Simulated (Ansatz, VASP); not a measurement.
# Al2O3 (Corundum): VASP beside Ansatz, part 2 of 2

One calculation is typed for both programs; each brings its own data sets. How far apart do they land? The cell is taken from a series of runs on this material, whose earlier steps may have relaxed, scaled, displaced or heated it; both programs get it as it stands.

VASP 6.6.1 and Ansatz 0.2.0.

So far: The starting structure; Ansatz: dielectric response, LDA.

## Step 3: VASP: dielectric response, LDA

Level of this step: LDA; plane waves and PAW (Al, O) (VASP).

The same cell, functional (in two slightly different forms) and mesh now go to VASP, with its own data sets.

Lines of VASP's logs that name or quote its potential files are left out, and so is its time.

INCAR

```
SYSTEM = Al2O3
PREC = Accurate
ENCUT = 520
EDIFF = 1E-08
NELM = 120
ISMEAR = 0
SIGMA = 0.01
LREAL = .FALSE.
ALGO = Normal
GGA = CA
NBANDS = 34
LORBIT = 11
LWAVE = .FALSE.
LCHARG = .FALSE.
ISIF = 2
LEPSILON = .TRUE.
LASPH = .TRUE.
GGA_COMPAT = .FALSE.
EFERMI = MIDGAP
KPAR = 2
```

POSCAR

```
Al2O3
1.0
    2.3645864646      1.3651946319      4.2972043937
   -2.3645864646      1.3651946319      4.2972043937
    0.0000000000     -2.7303892638      4.2972043937
Al O
4 6
Direct
    0.3520232785      0.3520232785      0.3520232785
    0.1479767215      0.1479767215      0.1479767215
    0.6479767215      0.6479767215      0.6479767215
    0.8520232785      0.8520232785      0.8520232785
    0.5558585806      0.9441414194      0.2500000000
    0.2500000000      0.5558585806      0.9441414194
    0.9441414194      0.2500000000      0.5558585806
    0.4441414194      0.0558585806      0.7500000000
    0.7500000000      0.4441414194      0.0558585806
    0.0558585806      0.7500000000      0.4441414194
```

KPOINTS

```
Automatic mesh
0
Gamma
6 6 6
0 0 0
```

Potentials, in the order of the species: Al and O (LDA family, release 64).

On the command line:

```bash
> mpirun -np 2 vasp_std
```

Numbers of over 12 decimals in the logs are rounded to 6 here.

The log of the run:

```text
[banner, memory and clock lines left out]
running    2 mpi-ranks, on    1 nodes
 distrk:  each k-point on    1 cores,    2 groups
 distr:  one band on    1 cores,    1 groups

 POSCAR found type information on POSCAR AlO
 POSCAR found :  2 types and      10 ions
 LDA part: xc-table for (Slater(with rela. corr.)+CA(PZ))
 , standard interpolation
 POSCAR, INCAR and KPOINTS ok, starting setup
 FFT: planning ... GRIDC
 FFT: planning ... GRID_SOFT
 FFT: planning ... GRID
 WAVECAR not read
 entering main loop
       N       E                     dE             d eps       ncg     rms          rms(c)
DAV:   1     0.214918163815E+03    0.21492E+03   -0.25693E+04  2176   0.136E+03
DAV:   2    -0.796800686935E+02   -0.29460E+03   -0.28658E+03  2750   0.290E+02
DAV:   3    -0.914999452856E+02   -0.11820E+02   -0.11782E+02  2812   0.599E+01
DAV:   4    -0.915866766619E+02   -0.86731E-01   -0.86681E-01  2712   0.589E+00
DAV:   5    -0.915875109843E+02   -0.83432E-03   -0.83417E-03  2740   0.575E-01    0.177E+01
DAV:   6    -0.832940287900E+02    0.82935E+01   -0.30002E+01  2658   0.292E+01    0.635E+00
DAV:   7    -0.831895924750E+02    0.10444E+00   -0.91292E-01  2654   0.469E+00    0.321E+00
DAV:   8    -0.831106808093E+02    0.78912E-01   -0.78697E-02  2730   0.209E+00    0.748E-01
DAV:   9    -0.831034332673E+02    0.72475E-02   -0.14323E-02  2806   0.628E-01    0.269E-01
DAV:  10    -0.831034873138E+02   -0.54046E-04   -0.48829E-04  2552   0.137E-01    0.640E-02
DAV:  11    -0.831034703541E+02    0.16960E-04   -0.12458E-04  2688   0.658E-02    0.261E-02
DAV:  12    -0.831034704862E+02   -0.13210E-06   -0.36269E-06  2706   0.130E-02    0.627E-03
DAV:  13    -0.831034701757E+02    0.31051E-06   -0.11873E-06  2646   0.639E-03    0.150E-03
DAV:  14    -0.831034701737E+02    0.19395E-08   -0.44763E-08  2394   0.128E-03
   1 F= -.83103470E+02 E0= -.83103470E+02  d E =0.000000E+00
 Linear response reoptimize wavefunctions to high precision
DAV:   1    -0.831034701739E+02   -0.19463E-09   -0.72811E-09  1996   0.422E-04
DAV:   2    -0.831034701740E+02   -0.65029E-10   -0.44440E-10  1406   0.128E-04
 Linear response G [H, r] |phi>, progress :
  Direction:   1
       N       E                     dE             d eps       ncg     rms
RMM:   1    -0.196928723877E+03   -0.19693E+03    0.13045E+02  5042   0.921E+01
RMM:   2    -0.170982432203E+03    0.25946E+02   -0.10655E+01  3754   0.183E+01
RMM:   3    -0.171032983722E+03   -0.50552E-01   -0.10786E-01  3927   0.180E+00
RMM:   4    -0.171034600149E+03   -0.16164E-02   -0.29762E-03  4091   0.238E-01
RMM:   5    -0.171034621479E+03   -0.21331E-04   -0.91564E-04  4127   0.509E-02
RMM:   6    -0.171034624099E+03   -0.26194E-05   -0.89607E-04  4173   0.297E-02
RMM:   7    -0.171034624945E+03   -0.84640E-06   -0.90344E-04  4183   0.275E-02
RMM:   8    -0.171034624506E+03    0.43877E-06   -0.89715E-04  4093   0.273E-02
RMM:   9    -0.171034626997E+03   -0.24908E-05   -0.88650E-04  3885   0.273E-02
 Linear response G [H, r] |phi>, progress :
  Direction:   2
       N       E                     dE             d eps       ncg     rms
RMM:   1    -0.198811554389E+03   -0.19881E+03    0.12477E+02  5013   0.923E+01
RMM:   2    -0.172941275840E+03    0.25870E+02   -0.10691E+01  3772   0.183E+01
RMM:   3    -0.172988198227E+03   -0.46922E-01   -0.10724E-01  3923   0.178E+00
RMM:   4    -0.172989497286E+03   -0.12991E-02   -0.25206E-03  4087   0.235E-01
RMM:   5    -0.172989515202E+03   -0.17916E-04   -0.51169E-04  4138   0.496E-02
RMM:   6    -0.172989513220E+03    0.19816E-05   -0.44948E-04  4172   0.286E-02
RMM:   7    -0.172989516210E+03   -0.29899E-05   -0.47811E-04  4179   0.264E-02
RMM:   8    -0.172989517685E+03   -0.14751E-05   -0.49034E-04  4085   0.262E-02
RMM:   9    -0.172989518893E+03   -0.12077E-05   -0.47612E-04  3897   0.262E-02
 Linear response G [H, r] |phi>, progress :
  Direction:   3
       N       E                     dE             d eps       ncg     rms
RMM:   1    -0.196924373683E+03   -0.19692E+03    0.12502E+02  4901   0.922E+01
RMM:   2    -0.171953514321E+03    0.24971E+02   -0.10020E+01  3787   0.177E+01
RMM:   3    -0.171997020485E+03   -0.43506E-01   -0.98136E-02  3860   0.171E+00
RMM:   4    -0.171998456445E+03   -0.14360E-02   -0.21131E-03  4016   0.221E-01
RMM:   5    -0.171998487680E+03   -0.31234E-04   -0.47354E-04  4085   0.468E-02
RMM:   6    -0.171998488538E+03   -0.85786E-06   -0.44030E-04  4136   0.265E-02
RMM:   7    -0.171998488401E+03    0.13612E-06   -0.43717E-04  4156   0.243E-02
RMM:   8    -0.171998488835E+03   -0.43314E-06   -0.43519E-04  4027   0.241E-02
RMM:   9    -0.171998492769E+03   -0.39342E-05   -0.43473E-04  3860   0.241E-02
 Linear response to external field (no local field effect), progress :
  Direction:   1
       N       E                     dE             d eps       ncg     rms          rms(c)
RMM:   1    -0.532521615978E+00   -0.53252E+00   -0.13948E+00  4079   0.279E+00
RMM:   2    -0.531652377948E+00    0.86924E-03   -0.87844E-03  3632   0.410E-01
RMM:   3    -0.531751495485E+00   -0.99118E-04   -0.10175E-04  3897   0.418E-02
RMM:   4    -0.531753295459E+00   -0.18000E-05   -0.33945E-06  4024   0.594E-03
RMM:   5    -0.531753336181E+00   -0.40722E-07   -0.12686E-06  3994   0.191E-03
RMM:   6    -0.531753337531E+00   -0.13500E-08   -0.12209E-06  3656   0.144E-03
RMM:   7    -0.531753337482E+00    0.48935E-10   -0.12179E-06  3254   0.139E-03
RMM:   8    -0.531753337486E+00   -0.39573E-11   -0.12182E-06  3177   0.139E-03
RMM:   9    -0.531753337476E+00    0.93583E-11   -0.12273E-06  3181   0.139E-03
 change of polarisation eV/A/(eV/A) component  1 :     1.064    -0.013    -0.022
 dielectric tensor                  component  1 :     3.312    -0.027    -0.048
 Linear response to external field (no local field effect), progress :
  Direction:   2
       N       E                     dE             d eps       ncg     rms          rms(c)
RMM:   1    -0.551777642130E+00   -0.55178E+00   -0.14591E+00  4063   0.282E+00
RMM:   2    -0.550636605429E+00    0.11410E-02   -0.90750E-03  3635   0.419E-01
RMM:   3    -0.550739540033E+00   -0.10293E-03   -0.10656E-04  3885   0.433E-02
RMM:   4    -0.550741388760E+00   -0.18487E-05   -0.37676E-06  4026   0.613E-03
RMM:   5    -0.550741430991E+00   -0.42231E-07   -0.16168E-06  3977   0.196E-03
RMM:   6    -0.550741431961E+00   -0.96969E-09   -0.15617E-06  3654   0.146E-03
RMM:   7    -0.550741431980E+00   -0.18854E-10   -0.15597E-06  3235   0.141E-03
RMM:   8    -0.550741431985E+00   -0.49240E-11   -0.15599E-06  3157   0.140E-03
RMM:   9    -0.550741431971E+00    0.14020E-10   -0.15628E-06  3157   0.140E-03
 change of polarisation eV/A/(eV/A) component  2 :    -0.013     1.101    -0.065
 dielectric tensor                  component  2 :    -0.027     3.395    -0.141
 Linear response to external field (no local field effect), progress :
  Direction:   3
       N       E                     dE             d eps       ncg     rms          rms(c)
RMM:   1    -0.531184252014E+00   -0.53118E+00   -0.13829E+00  4070   0.278E+00
RMM:   2    -0.530025873227E+00    0.11584E-02   -0.83999E-03  3686   0.401E-01
RMM:   3    -0.530125887625E+00   -0.10001E-03   -0.10286E-04  3915   0.419E-02
RMM:   4    -0.530127742543E+00   -0.18549E-05   -0.35970E-06  4048   0.583E-03
RMM:   5    -0.530127786577E+00   -0.44035E-07   -0.14087E-06  3976   0.181E-03
RMM:   6    -0.530127788549E+00   -0.19722E-08   -0.13653E-06  3570   0.134E-03
RMM:   7    -0.530127788334E+00    0.21547E-09   -0.13611E-06  3145   0.129E-03
RMM:   8    -0.530127788311E+00    0.22730E-10   -0.13626E-06  3086   0.129E-03
RMM:   9    -0.530127788324E+00   -0.12959E-10   -0.13755E-06  3085   0.129E-03
 change of polarisation eV/A/(eV/A) component  3 :    -0.022    -0.065     1.060
 dielectric tensor                  component  3 :    -0.048    -0.141     3.305
 Linear response to external field, progress :
  Direction:   1
       N       E                     dE             d eps       ncg     rms          rms(c)
RMM:   1    -0.542002196144E+00   -0.54200E+00   -0.14255E+00  8673   0.281E+00
RMM:   2    -0.541145556279E+00    0.85664E-03   -0.89064E-03  7766   0.416E-01    0.118E+00
RMM:   3    -0.526940307936E+00    0.14205E-01   -0.94355E-03  7871   0.476E-01    0.689E-01
RMM:   4    -0.541911232862E+00   -0.14971E-01   -0.12358E-02  8120   0.571E-01    0.746E-02
RMM:   5    -0.544476643842E+00   -0.25654E-02   -0.24171E-04  8624   0.857E-02    0.349E-02
RMM:   6    -0.545187436086E+00   -0.71079E-03   -0.47457E-05  8414   0.346E-02    0.580E-03
RMM:   7    -0.545323481929E+00   -0.13605E-03   -0.36182E-06  8857   0.837E-03    0.307E-03
RMM:   8    -0.545373277514E+00   -0.49796E-04   -0.17908E-06  8700   0.265E-03    0.352E-04
RMM:   9    -0.545368970356E+00    0.43072E-05   -0.22484E-06  8862   0.157E-03    0.117E-04
RMM:  10    -0.545369818014E+00   -0.84766E-06   -0.52871E-06  8217   0.131E-03    0.214E-05
RMM:  11    -0.545369942327E+00   -0.12431E-06   -0.10037E-05  7187   0.129E-03    0.476E-06
 change of polarisation eV/A/(eV/A) component  1 :     1.026    -0.015    -0.042
 dielectric tensor                  component  1 :     3.231    -0.034    -0.091
 Linear response to external field, progress :
  Direction:   2
       N       E                     dE             d eps       ncg     rms          rms(c)
RMM:   1    -0.542005485310E+00   -0.54201E+00   -0.14255E+00  8666   0.281E+00
RMM:   2    -0.541144789770E+00    0.86070E-03   -0.89033E-03  7770   0.415E-01    0.118E+00
RMM:   3    -0.526940666519E+00    0.14204E-01   -0.94354E-03  7859   0.476E-01    0.689E-01
RMM:   4    -0.541913129758E+00   -0.14972E-01   -0.12362E-02  8097   0.571E-01    0.746E-02
RMM:   5    -0.544478262330E+00   -0.25651E-02   -0.23911E-04  8600   0.851E-02    0.349E-02
RMM:   6    -0.545185826403E+00   -0.70756E-03   -0.47507E-05  8397   0.346E-02    0.580E-03
RMM:   7    -0.545324805856E+00   -0.13898E-03   -0.35663E-06  8832   0.845E-03    0.308E-03
RMM:   8    -0.545373514375E+00   -0.48709E-04   -0.17738E-06  8721   0.267E-03    0.350E-04
RMM:   9    -0.545369040048E+00    0.44743E-05   -0.18545E-06  8860   0.158E-03    0.117E-04
RMM:  10    -0.545369951090E+00   -0.91104E-06   -0.26725E-06  8201   0.132E-03    0.230E-05
RMM:  11    -0.545370068920E+00   -0.11783E-06   -0.50717E-06  7166   0.130E-03    0.527E-06
 change of polarisation eV/A/(eV/A) component  2 :    -0.015     1.026    -0.000
 dielectric tensor                  component  2 :    -0.034     3.231    -0.000
 Linear response to external field, progress :
  Direction:   3
       N       E                     dE             d eps       ncg     rms          rms(c)
RMM:   1    -0.531184252014E+00   -0.53118E+00   -0.13829E+00  4070   0.278E+00
RMM:   2    -0.530025873988E+00    0.11584E-02   -0.83999E-03  3686   0.401E-01    0.117E+00
RMM:   3    -0.517075457892E+00    0.12950E-01   -0.77861E-03  3675   0.442E-01    0.684E-01
RMM:   4    -0.533567917277E+00   -0.16492E-01   -0.13054E-02  3824   0.579E-01    0.602E-02
RMM:   5    -0.535026120116E+00   -0.14582E-02   -0.21117E-04  4013   0.844E-02    0.856E-03
RMM:   6    -0.535224238918E+00   -0.19812E-03   -0.27869E-06  4120   0.789E-03    0.384E-03
RMM:   7    -0.535278487603E+00   -0.54249E-04   -0.14042E-06  3948   0.318E-03    0.437E-04
RMM:   8    -0.535291090314E+00   -0.12603E-04   -0.12305E-06  4149   0.145E-03    0.164E-04
RMM:   9    -0.535289770562E+00    0.13198E-05   -0.12222E-06  3759   0.123E-03    0.195E-05
RMM:  10    -0.535289687931E+00    0.82631E-07   -0.12828E-06  3099   0.120E-03    0.599E-06
 change of polarisation eV/A/(eV/A) component  3 :    -0.022    -0.064     1.008
 dielectric tensor                  component  3 :    -0.047    -0.139     3.191
 Born effective charges drift removed
```

From OUTCAR (step 3):

```text
ion  position               nearest neighbor table
   1  0.352  0.352  0.352-  10 1.84   8 1.84   9 1.84   5 1.96   7 1.96   6 1.96   2 2.63   3 2.77
                             3 2.77   3 2.77   2 3.20   2 3.20   2 3.20
   2  0.148  0.148  0.148-   9 1.84   8 1.84  10 1.84   5 1.96   6 1.96   7 1.96   1 2.63   4 2.77
                             4 2.77   4 2.77   1 3.20   1 3.20   1 3.20
   3  0.648  0.648  0.648-   7 1.84   5 1.84   6 1.84   8 1.96  10 1.96   9 1.96   4 2.63   1 2.77
                             1 2.77   1 2.77   4 3.20   4 3.20   4 3.20
   4  0.852  0.852  0.852-   6 1.84   5 1.84   7 1.84   8 1.96   9 1.96  10 1.96   3 2.63   2 2.77
                             2 2.77   2 2.77   3 3.20   3 3.20   3 3.20
   5  0.556  0.944  0.250-   3 1.84   4 1.84   1 1.96   2 1.96
   6  0.250  0.556  0.944-   4 1.84   3 1.84   2 1.96   1 1.96
   7  0.944  0.250  0.556-   3 1.84   4 1.84   1 1.96   2 1.96
   8  0.444  0.056  0.750-   1 1.84   2 1.84   3 1.96   4 1.96
   9  0.750  0.444  0.056-   2 1.84   1 1.84   4 1.96   3 1.96
  10  0.056  0.750  0.444-   1 1.84   2 1.84   3 1.96   4 1.96

  LATTYP: Found a trigonal (rhomboedric) cell.
 ALAT       =     5.0912661620
 COS(alpha) =     0.5685914076

 Subroutine GETGRP returns: Found 12 space group operations
 (whereof  6 operations were pure point group operations)

The static configuration has the point symmetry S_6 .
 The point group associated with its full space group is D_3d.

 Found     32 irreducible k-points:

   k-points           NKPTS =     32   k-points in BZ     NKDIM =     32   number of bands    NBANDS=     34

   dimension x,y,z NGX =    40 NGY =   40 NGZ =   40
   dimension x,y,z NGXF=    80 NGYF=   80 NGZF=   80

   ENCUT  =  520.0 eV  38.22 Ry    6.18 a.u.   9.47  9.47  9.47*2*pi/ulx,y,z

   NELECT =      48.0000    total number of electrons

 k-points in reciprocal lattice and weights: Automatic mesh
   0.00000000  0.00000000  0.00000000       0.005
   0.16666667  0.00000000 -0.00000000       0.028
   0.33333333  0.00000000 -0.00000000       0.028
   0.50000000  0.00000000 -0.00000000       0.014
   0.16666667  0.16666667 -0.00000000       0.028
   0.33333333  0.16666667 -0.00000000       0.056
   0.50000000  0.16666667 -0.00000000       0.056
  -0.33333333  0.16666667  0.00000000       0.056
  -0.16666667  0.16666667  0.00000000       0.028
[...]
-0.33333333  0.50000000  0.33333333       0.028
   0.50000000  0.50000000  0.50000000       0.005

 average (electrostatic) potential at core
       1 -69.3813       2 -69.3813       3 -69.3813       4 -69.3813       5 -67.9937
       6 -67.9937       7 -67.9937       8 -67.9937       9 -67.9937      10 -67.9937

  Total        0.4888102      0.4888102      0.3719903      0.0000000      0.0000000      0.0000000
  in kB        9.4094401      9.4094401      7.1606947      0.0000000      0.0000000      0.0000000
  external PRESSURE =       8.6598583 kB  Pullay stress =       0.0000000 kB

  energy-cutoff  :      520.00
  volume of cell :       83.23
      direct lattice vectors                 reciprocal lattice vectors
     2.364586465  1.365194632  4.297204394     0.211453464  0.122082715  0.077569811
    -2.364586465  1.365194632  4.297204394    -0.211453464  0.122082715  0.077569811
     0.000000000 -2.730389264  4.297204394     0.000000000 -0.244165429  0.077569811

 POSITION                                       TOTAL-FORCE (eV/Angst)
 -----------------------------------------------------------------------------------
      0.00000      0.00000      4.53815        -0.000000     -0.000000     -0.011597
      0.00000      0.00000      1.90766        -0.000000     -0.000000      0.011597
      0.00000      0.00000      8.35347        -0.000000     -0.000000      0.011597
      0.00000      0.00000     10.98395        -0.000000     -0.000000     -0.011597
     -0.91813      1.36519      7.52011        -0.008656     -0.000000      0.000000
     -0.72323     -1.47772      7.52011         0.004328     -0.007496     -0.000000
      1.64136      0.11253      7.52011         0.004328      0.007496     -0.000000
      0.91813     -1.36519      5.37151         0.008656     -0.000000      0.000000
      0.72323      1.47772      5.37151        -0.004328      0.007496     -0.000000
     -1.64136     -0.11253      5.37151        -0.004328     -0.007496     -0.000000
 -----------------------------------------------------------------------------------
    total drift:                               -0.000000     -0.000000      0.000000

 MACROSCOPIC STATIC DIELECTRIC TENSOR (including local field effects in DFT)
 ------------------------------------------------------
           3.230575    -0.000000     0.000000
          -0.000000     3.230575     0.000000
          -0.000000    -0.000000     3.190584
 ------------------------------------------------------

 PIEZOELECTRIC TENSOR (including local field effects)  for field in x, y, z        (C/m^2)
          XX          YY          ZZ          XY          YZ          ZX
  --------------------------------------------------------------------------------
  x     0.00000     0.00000     0.00000     0.00000     0.00000     0.00000
  y     0.00000     0.00000     0.00000     0.00000     0.00000     0.00000
  z     0.00000     0.00000     0.00000     0.00000     0.00000     0.00000

 BORN EFFECTIVE CHARGES (including local field effects) (in |e|, cummulative output)
 ---------------------------------------------------------------------------------
 ion    1
    1     2.94086    -0.02622     0.00000
    2     0.02622     2.94086     0.00000
    3     0.00000     0.00000     2.91134
 ion    2
    1     2.94086     0.02622    -0.00000
    2    -0.02622     2.94086     0.00000
    3    -0.00000     0.00000     2.91134
 ion    3
    1     2.94086    -0.02622     0.00000
    2     0.02622     2.94086     0.00000
    3     0.00000     0.00000     2.91134
 ion    4
    1     2.94086     0.02622    -0.00000
    2    -0.02622     2.94086     0.00000
    3    -0.00000    -0.00000     2.91134
 ion    5
    1    -2.05836     0.00000     0.00000
    2     0.00000    -1.86279     0.24536
    3     0.00000     0.33660    -1.94089
 ion    6
    1    -1.91168     0.08469    -0.21249
    2     0.08469    -2.00947    -0.12268
    3    -0.29150    -0.16830    -1.94089
 ion    7
    1    -1.91168    -0.08469     0.21249
    2    -0.08469    -2.00947    -0.12268
    3     0.29150    -0.16830    -1.94089
 ion    8
    1    -2.05836     0.00000     0.00000
    2     0.00000    -1.86279     0.24536
    3     0.00000     0.33660    -1.94089
 ion    9
    1    -1.91168     0.08469    -0.21249
    2     0.08469    -2.00947    -0.12268
    3    -0.29150    -0.16830    -1.94089
 ion   10
    1    -1.91168    -0.08469     0.21249
    2    -0.08469    -2.00947    -0.12268
    3     0.29150    -0.16830    -1.94089
```

## Step 4: Differences

Known differences besides the potentials themselves: the two LDA forms differ slightly; fixed occupations in Ansatz, narrow Gaussian smearing in VASP; the cutoff is 420 eV in Ansatz and 520 eV in VASP; VASP's log shows a relativistic correction to its local exchange, Ansatz's none. Total energies have different zeros and are not compared.

Both answers:

```
                                     quantity  Ansatz   VASP  difference
                                        ε∞ xx    3.25   3.23     +0.48 %
                                        ε∞ yy    3.25   3.23     +0.48 %
                                        ε∞ zz    3.21   3.19     +0.50 %
Born charge of Al1 (mean of the diagonal) (e)    2.95   2.93       +0.02
 Born charge of O5 (mean of the diagonal) (e)   -1.97  -1.95       -0.02
```

## Step 5: What came out

- difference in ε∞ zz (dielectric response, LDA): 0.50 %

What this shows: The difference in ε∞ zz is 0.50 % (dielectric response, LDA), within the 5 % picked in this series as the mark of a large difference. How closely two codes agree says nothing of how well the functional describes the real material.

[Lines on the potential files, build, host, timing and source positions are cut from VASP's logs without a mark.]

[Logs are printed without paths, hosts, clocks, repeated set-up lines and the standing remarks that a program may print on its own settings, such as how far it seeks lower states.]

[Hosts, paths, dates, database ids (printed as entryN), source tags and the programs' standing remarks are cut or masked in the printed files.]
